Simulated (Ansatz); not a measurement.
Geometry optimisation in Ansatz: input, command and trajectory.

```yaml
crystal:
  lattice:
    - [3.9175818557, 0.0, 0.0]
    - [-1.9587909278, 3.3927254084, 0.0]
    - [0.0, 0.0, 6.3917909799]
  atoms:
    - { symbol: In, position: [0.0, 0.0, 0.0] }
    - { symbol: P, position: [0.3333333333, 0.6666666667, 0.25] }
    - { symbol: In, position: [0.0, 0.0, 0.5] }
    - { symbol: P, position: [0.6666666667, 0.3333333333, 0.75] }
basis:
  ecutwfc: 420
kpoints:
  mp_grid: { grid: [12, 12, 6] }
hamiltonian:
  xc: pbe
scf:
  occupations: { method: gaussian, width: 0.1 }
output:
  forces: true
  stress: true
  eigenvalues: true
  populations: true
relax:
  adjacent_minimum: "off"
  f_tol: 0.01
  max_steps: 45
  cell: { stress_tol: 0.05 }
```

```bash
ansatz run input.yaml --threads 1 --pin off --max-ram 2560MiB --backend cpu --events-out ev --progress --plain --runs-dir out
```

The calculation used DFT PBE, scalar-relativistic, plane waves, PAW in Ansatz.

Of 5 frames 5 are shown, positions in Å and forces in eV/Å; the SCF threshold varies from step to step. Steps run on the plane waves of an earlier cell, with a Pulay correction in the pressure. The basis is chosen afresh for the last frame, the zero of the energies, and can be on the way; energy and pressure step there, also at an unchanged geometry.

```xyz
4
Lattice="3.9176 0.0000 0.0000 -1.9588 3.3927 0.0000 0.0000 0.0000 6.3918" Properties=species:S:1:pos:R:3:forces:R:3 pbc="T T T" step=1 free_energy_over_end_meV_per_atom=11.62 pressure_GPa=1.70
In    0.0000    0.0000    0.0000    0.0000    0.0000    0.0000
P     0.0000    2.2618    1.5979    0.0000    0.0000    0.0000
In    0.0000    0.0000    3.1959    0.0000    0.0000    0.0000
P     1.9588    1.1309    4.7938    0.0000    0.0000    0.0000
4
Lattice="3.8815 0.0000 0.0000 -1.9407 3.3615 0.0000 0.0000 0.0000 6.7054" Properties=species:S:1:pos:R:3:forces:R:3 pbc="T T T" step=2 free_energy_over_end_meV_per_atom=2.11 pressure_GPa=-0.94
In    0.0000    0.0000    0.0000    0.0000    0.0000    0.0000
P     0.0000    2.2410    1.6764    0.0000    0.0000    0.0000
In    0.0000    0.0000    3.3527    0.0000    0.0000    0.0000
P     1.9407    1.1205    5.0291    0.0000    0.0000    0.0000
4
Lattice="3.8867 0.0000 0.0000 -1.9434 3.3660 0.0000 0.0000 0.0000 6.6206" Properties=species:S:1:pos:R:3:forces:R:3 pbc="T T T" step=3 free_energy_over_end_meV_per_atom=0.16 pressure_GPa=-0.16
In    0.0000    0.0000    0.0000    0.0000    0.0000    0.0000
P     0.0000    2.2440    1.6551    0.0000    0.0000    0.0000
In    0.0000    0.0000    3.3103    0.0000    0.0000    0.0000
P     1.9434    1.1220    4.9654    0.0000    0.0000    0.0000
4
Lattice="3.8836 0.0000 0.0000 -1.9418 3.3633 0.0000 0.0000 0.0000 6.6162" Properties=species:S:1:pos:R:3:forces:R:3 pbc="T T T" step=4 free_energy_over_end_meV_per_atom=0.13 pressure_GPa=0.00
In    0.0000    0.0000    0.0000    0.0000    0.0000    0.0000
P     0.0000    2.2422    1.6541    0.0000    0.0000    0.0000
In    0.0000    0.0000    3.3081    0.0000    0.0000    0.0000
P     1.9418    1.1211    4.9622    0.0000    0.0000    0.0000
4
Lattice="3.8836 0.0000 0.0000 -1.9418 3.3633 0.0000 0.0000 0.0000 6.6162" Properties=species:S:1:pos:R:3:forces:R:3 pbc="T T T" step=5 free_energy_over_end_meV_per_atom=0.00 pressure_GPa=0.00
In    0.0000    0.0000    0.0000    0.0000    0.0000    0.0000
P     0.0000    2.2422    1.6541    0.0000    0.0000    0.0000
In    0.0000    0.0000    3.3081    0.0000    0.0000    0.0000
P     1.9418    1.1211    4.9622    0.0000    0.0000    0.0000
```

Time: 96 s on 1 thread of Intel(R) Xeon(R) Processor @ 2.50GHz (Skylake/Cascade Lake), on a shared host, peak memory 0.46 GiB.